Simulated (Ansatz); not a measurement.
Ansatz input

```yaml
crystal:
  lattice:
    - [-1.8471104345, 1.8471104345, 1.0085222972]
    - [1.8471104345, -1.8471104345, 1.0085222972]
    - [1.8471104345, 1.8471104345, -1.0085222972]
  atoms:
    - { symbol: B, position: [0.0, 0.0, 0.0] }
    - { symbol: B, position: [0.75, 0.25, 0.5] }
hamiltonian:
  xc: pbesol
  pseudopotentials:
    kind: paw
    azcp:
      B: "pseudopotentials/B.paw.azcp"
basis:
  ecutwfc: 420
  fft_grid_basis: typed
kpoints:
  mp_grid: { grid: [17, 17, 12], shift: [0, 0, 0] }
magnetization:
  spin_polarized: false
scf:
  occupations: { method: fermi_dirac, width: 0.1 }
relax:
  max_steps: 60
  f_tol: 0.01
  cell: {}
```

Output

```
Warning: the record states the generating functional pbe (its physics header spells it `PBE`), which answers neither for hamiltonian.xc's functional nor for the pbesol family's — results may be inconsistent (PPs are generated against a specific XC)
Warning: crystal.symmetry: narrowed to the stabiliser of the k-point mesh — unitary ops 16 → 4; excluded 12 operations that carry a point of the 17×17×12 mesh (shift [0, 0, 0]) off the mesh (the run samples exactly the mesh kpoints.mp_grid names, as under crystal.symmetry.detect: false, and its converged state has the mesh's symmetry, not the crystal's; ε∞, the Born charges and the force constants of a linear response (`dielectric:` by the response, `phonons.method: dfpt`) are averaged over those of the crystal's operations that the state keeps within a tolerance, where `mesh_tensors`, `unaveraged_element` or `gamma_mean_max_change_ev_ang2` stands beside them; a row that `dielectric.field_direction` solves alone is averaged likewise, with nothing beside; a Γ-centred mesh of equal divisions is mapped onto itself by every operation and keeps the whole group, as does a half-shifted one under kpoints.further_shifts: images)
Engine: ansatz 0.2.0, aarch64-unknown-linux-gnu
Pseudopotentials: kind: paw
Pseudopotential: B, paw, valence charge 3, recommended cutoff 420 eV (normal) 
Functional definition: PBEsol
  exchange = pbesol_x
  correlation = pbesol_c
Crystal: 2 atoms, lattice volume = 13.764 Å³
Basis set: ecut = 420 eV, 263 PW (Γ), exchange–correlation on 40×40×40 points (8 copies of the dense FFT grid, shifted against one another)
Bands: 7, of which v1, the nominal top of the filled ones, is band 3 counted from 1 (2 counted from 0)
Symmetry: 4 space group operations
k-points: 927 of 3468
Non-local potential: B, projectors of the file, l = 0: 2, l = 1: 2, l = 2: 1
PAW form: soft (Blöchl's): semilocal exchange-correlation on the pseudo side does not see the compensation charge
PAW frozen core: B, regenerated for the run's functional, and the local potential with it (the file was generated under x = pbe(κ = 0.804, μ = 0.2195149727645171), c = pbe(β = 0.06672455060314922))
PAW one-centre angular grid: B, 110 points (default); XC on 64 Gauss nodes
Initial density: superposition of atomic densities (neutral atoms: chi_scale 0, normalization atom), corrected by the library's trained network
Initial wavefunctions: pseudopotential atomic-orbital guess
Functional: x = pbesol(κ = 0.804, μ = 0.12345679012345678), c = pbesol(β = 0.046)
SCF iter   1: F=—  HF=-302.679797 eV  |F-HF|=—  |Δ(HF+E_count)|=         —  Δρ=4.38e-3  dr2=1.62e-3  ethr=1.77e-3  ⟨swp⟩=4.5  Hψ=44721  notcnv=0
SCF iter   2: F=—  HF=-302.679304 eV  |F-HF|=—  |Δ(HF+E_count)|=   4.93e-4  Δρ=1.82e-3  dr2=2.57e-4  ethr=2.70e-5  ⟨swp⟩=1.0  Hψ=13905  notcnv=0
SCF iter   3: F=—  HF=-302.679255 eV  |F-HF|=—  |Δ(HF+E_count)|=   4.88e-5  Δρ=1.42e-4  dr2=6.66e-7  ethr=4.29e-6  ⟨swp⟩=1.0  Hψ=6517  notcnv=0
SCF iter   4: F=—  HF=-302.679259 eV  |F-HF|=—  |Δ(HF+E_count)|=   4.11e-6  Δρ=1.29e-5  dr2=9.67e-9  ethr=1.11e-8  ⟨swp⟩=2.2  Hψ=9267  notcnv=0
iter 5 did not close the SCF: its close was put off for the readings that it lacked (scf_convergence_deferred on its scf_iter line)
SCF iter   5: F=-302.679259 eV  HF=-302.679259 eV  |F-HF|=7.05e-11  |Δ(HF+E_count)|=  1.56e-10  Δρ=1.74e-6  dr2=2.41e-10  ethr=1.61e-10  ⟨swp⟩=1.0  Hψ=6524  notcnv=0
SCF iter   6: F=-302.679259 eV  HF=-302.679259 eV  |F-HF|=4.15e-12  |Δ(HF+E_count)|=  5.75e-11  Δρ=1.82e-7  dr2=5.96e-12  ethr=4.01e-12  ⟨swp⟩=1.0  Hψ=17948  notcnv=0
SCF 1 converged in 6 iterations: F = -302.679259 eV  dr2 = 5.96e-12
relax step   1: F+E_penalty+E_count = -302.67925922 eV  Δ(F+E_penalty+E_count) = +0.000e0 eV  max|allowed force component| = 1.648e-3 eV/Å  Δτ_max = 0.0000 Å  P = -7.460 GPa  Ω = 13.764 Å³  (6 SCF iters, dr2 threshold 1.00e-7 eV, accepted)
...
iter 3 did not close the SCF: its close was put off for the readings that it lacked (scf_convergence_deferred on its scf_iter line)
SCF iter   3: F=-304.334915 eV  HF=-304.334915 eV  |F-HF|=2.05e-12  |Δ(HF+E_count)|=  1.98e-10  Δρ=1.98e-7  dr2=2.17e-12  ethr=1.00e-12  ⟨swp⟩=2.0  Hψ=8419  notcnv=0
iter 4 did not close the SCF: its close was put off for the readings that it lacked (scf_convergence_deferred on its scf_iter line)
SCF iter   4: F=-304.334915 eV  HF=-304.334915 eV  |F-HF|=1.71e-13  |Δ(HF+E_count)|=  2.61e-12  Δρ=4.46e-8  dr2=1.67e-13  ethr=1.00e-12  ⟨swp⟩=1.0  Hψ=6489  notcnv=0
iter 5 did not close the SCF: its close was put off for the readings that it lacked (scf_convergence_deferred on its scf_iter line)
SCF iter   5: F=-304.334915 eV  HF=-304.334915 eV  |F-HF|=1.14e-13  |Δ(HF+E_count)|=  1.14e-13  Δρ=1.71e-8  dr2=2.27e-14  ethr=1.00e-12  ⟨swp⟩=1.0  Hψ=6489  notcnv=0
iter 6 did not close the SCF: its close was put off for the readings that it lacked (scf_convergence_deferred on its scf_iter line)
SCF iter   6: F=-304.334915 eV  HF=-304.334915 eV  |F-HF|=2.27e-13  |Δ(HF+E_count)|=  1.14e-13  Δρ=2.54e-9  dr2=3.85e-16  ethr=1.00e-12  ⟨swp⟩=1.0  Hψ=6489  notcnv=0
SCF iter   7: F=-304.334915 eV  HF=-304.334915 eV  |F-HF|=5.68e-14  |Δ(HF+E_count)|=  5.68e-14  Δρ=3.67e-10  dr2=7.46e-18  ethr=1.00e-12  ⟨swp⟩=1.8  Hψ=16841  notcnv=0
SCF 26 converged in 7 iterations: F = -304.334915 eV  dr2 = 7.46e-18
relax step  26: F+E_penalty+E_count = -304.33491488 eV  Δ(F+E_penalty+E_count) = -2.378e-5 eV  max|allowed force component| = 4.428e-4 eV/Å  Δτ_max = 0.0000 Å  P = -0.003 GPa  Ω = 16.906 Å³  stress off target by 1.91e-2 GPa  SCF on the basis re-selected at this cell (its energy is not comparable with the rows above)  (7 SCF iters)
basis re-selected at this cell: Δ(F+E_penalty+E_count) = -2.378e-5 eV, ΔP = +0.000 GPa vs the last step (what re-selecting the basis moved, of the pressure what is left beyond the Pulay correction that the steps carried, after the strain that the cell walked since its last selection, with what the two solves' SCF thresholds leave and, on support functions, any second-order correction that the steps lacked; it is no measure of the basis error at this ecutwfc). This SCF's stress stands 1.91e-2 GPa from its target on what of the cell is left free (relax.cell.stress_tol is 5.00e-2 GPa) and its largest allowed force component is 4.43e-4 eV/Å (relax.f_tol is 1.00e-2 eV/Å): within both
SCF converged after 7 iterations
Free energy (F): -304.334915 eV
Harris-Foulkes:  -304.334915 eV  (|F-HF|=5.68e-14)
Internal energy: -304.325459 eV  (E = F + TS)
E sigma→0 (E₀):  -304.330187 eV
Entropy (-TS):   -0.009456 eV (-4.728 meV/atom)
Fermi energy:    7.748798 eV
--- Per-component energies (eV) ---
  E_band       = 2.511555
  E_kinetic    = 98.253647
  E_local      = -92.808076  (includes V_loc(G=0)·N_el)
  E_nonlocal   = 23.114839
  E_hartree    = 27.596408
  E_xc         = -63.682369
  E_vxc        = -75.790334  (∫ρ·V_xc dr)
  E_paw        = -150.997417  (= ΣΔE_a)
  E_vpaw       = -5.451331  (= ΣTr[D̂ρ^β])
  E_aug_tail   = -0.000007  (compensation charges beyond the density's cutoff)
  E_ewald      = -145.831906
  E_core_change = 0.029422  (= ΣΔE_core)
  E_smearing   = -0.009456  (= −TS)
  E_closure    = 0.000000  (closes the sum)
  Σ components = -304.334915   (vs F -304.334915, Δ=0.00e0)
--- Forces (eV/Å), atoms counted from 1 ---
  atom   1  B     -0.00044285     0.00044285     0.00000000
  atom   2  B      0.00044285    -0.00044285     0.00000000
  max |Σ_I F_I| component: 0.00e0 eV/Å
--- Stress (GPa, compression-positive) ---
       -0.008698      -0.007777       0.006075
       -0.007777      -0.008698       0.006075
        0.006075       0.006075       0.009429
  P = ⅓ Tr σ = -0.0027 GPa (-0.027 kbar)
--- Relaxed structure (22 steps of the walk, 21 accepted, 4 SCFs on fresh bases) ---
  F+E_penalty+E_count = -304.33491488 eV   max|allowed force component| = 4.428e-4 eV/Å   (the final SCF, on the basis selected at the relaxed cell)
  cell:  # Å, volume = 16.9062 Å³
    - [-2.494126979889326, 2.6805290554236856, 0.8021897228683155]
    - [2.6805290554236856, -2.494126979889326, 0.8021897228683155]
    - [1.9828401415368024, 1.9828401415368024, -0.4607939801188681]
  atoms:
    - { symbol: B, position: [0.06702135733106278, -0.06702135733106278, 0.0] }
    - { symbol: B, position: [0.6829786426689375, 0.3170213573310629, 0.5000000000000003] }
```
